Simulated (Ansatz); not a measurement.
# MgO: where the heat goes in a short trajectory

All numbers below come from DFT PBEsol, scalar-relativistic, plane waves, PAW (Ansatz). Settings: plane waves to 420 eV, k-mesh 2×2×2 (shifted by 0.5, 0.5, 0.5 steps), Fermi–Dirac smearing 0.22 eV. The mesh is coarse. No spin polarisation.

16 atoms start on the lattice sites below (V = 193.5 Å³, 1.10 times the source cell's; static pressure -9.48 GPa, largest force component 0.01 eV/Å) with velocities drawn for 2600 K; constant energy, at which the real crystal may have melted, fixed cell, 67 steps of 2 fs.

```yaml
crystal:
  lattice:
    - [3.59892, 0.00000, -4.31291]
    - [3.59892, 0.00000, 4.31291]
    - [0.00000, -6.23351, 0.00000]
  atoms:
    - { symbol: Mg, position: [0.12500, 0.87500, 0.33333] }
    - { symbol: Mg, position: [0.87500, 0.62500, 0.83333] }
    - { symbol: Mg, position: [0.62500, 0.37500, 0.33333] }
    - { symbol: Mg, position: [0.37500, 0.12500, 0.83333] }
    - { symbol: Mg, position: [0.12500, 0.37500, 0.16667] }
    - { symbol: Mg, position: [0.87500, 0.12500, 0.66667] }
    - { symbol: Mg, position: [0.62500, 0.87500, 0.16667] }
    - { symbol: Mg, position: [0.37500, 0.62500, 0.66667] }
    - { symbol: O, position: [0.37500, 0.62500, 0.33333] }
    - { symbol: O, position: [0.12500, 0.37500, 0.83333] }
    - { symbol: O, position: [0.87500, 0.12500, 0.33333] }
    - { symbol: O, position: [0.62500, 0.87500, 0.83333] }
    - { symbol: O, position: [0.87500, 0.62500, 0.16667] }
    - { symbol: O, position: [0.62500, 0.37500, 0.66667] }
    - { symbol: O, position: [0.37500, 0.12500, 0.16667] }
    - { symbol: O, position: [0.12500, 0.87500, 0.66667] }
```

```
t (fs) T (K) kinetic energy (meV/atom) potential energy over the first frame (meV/atom) P with the kinetic part (GPa)
   0.0   2600                      315.1                                               0.0                          -6.51
   8.0   1799                      218.1                                              97.6                          -4.99
  16.0    581                       70.4                                             246.3                          -2.52
  24.0    696                       84.4                                             231.7                          -2.46
  32.0   1330                      161.2                                             154.3                          -3.21
  40.0   1393                      168.8                                             147.0                          -3.12
  48.0   1183                      143.4                                             172.7                          -3.26
  56.0   1293                      156.7                                             159.4                          -4.16
  64.0   1588                      192.5                                             123.2                          -4.53
  72.0   1491                      180.6                                             135.2                          -3.62
  80.0   1256                      152.2                                             163.9                          -3.41
  88.0   1325                      160.6                                             155.3                          -4.51
  96.0   1274                      154.3                                             161.5                          -4.24
 104.0   1033                      125.2                                             190.8                          -2.13
 112.0   1012                      122.6                                             193.5                          -0.84
 120.0   1399                      169.6                                             146.3                          -2.15
 128.0   1722                      208.7                                             107.0                          -4.47
```

T counts 3N − 3 degrees of freedom. Means over every step of the second half, not only the rows shown: T = 1333 K, kinetic energy 161.6 meV/atom, potential energy 154.3 meV/atom, P = -3.29 GPa.

Question: Does the potential energy follow equipartition for harmonic vibrations?

Answer: In a harmonic crystal each vibration holds as much potential as kinetic energy on average, here 161.6 meV/atom. The run has 154.3, a ratio of 0.96. That is near one, as for a crystal vibrating about its sites. At constant energy a start from the lattice sites hands about half of the kinetic energy to the potential, so T should settle near 1300 K. So short a run gives a rough mean.

Question: Split the rise of pressure into the kinetic part and the rest. Can a thermal Grüneisen parameter be estimated?

Answer: The program counts the kinetic part as N k_B T/V = 1.52 GPa. The pressure lies 6.19 GPa over the static one in all, so the forces add 4.67 GPa. For a harmonic mode with ω ∝ V^(−γ) and an amplitude that scales with the cell, the forces add (2γ − 2/3)U/V, which needs no equipartition; when U equals the kinetic energy K, this and the kinetic part 2K/(3V) sum to the Mie–Grüneisen γE_th/V. With U = N × 154.3 meV, γ = 1/3 + V ΔP_forces/(2U) = 1.47, for harmonic vibrations a mean over the modes weighted by their potential energy, for uniform scaling of the cell (in a layered or otherwise anisotropic crystal this differs from γ under hydrostatic pressure). Most solids fall between 1 and 3, and tetrahedral, framework and layered ones often lower; anharmonic motion and pressure swings in a cell of 16 atoms make this value uncertain by tenths or more. The mean pressure differs by 1.3 GPa between the two halves of this window, worth 0.3 in γ, so slow motion isn't averaged out and the value is a rough guess.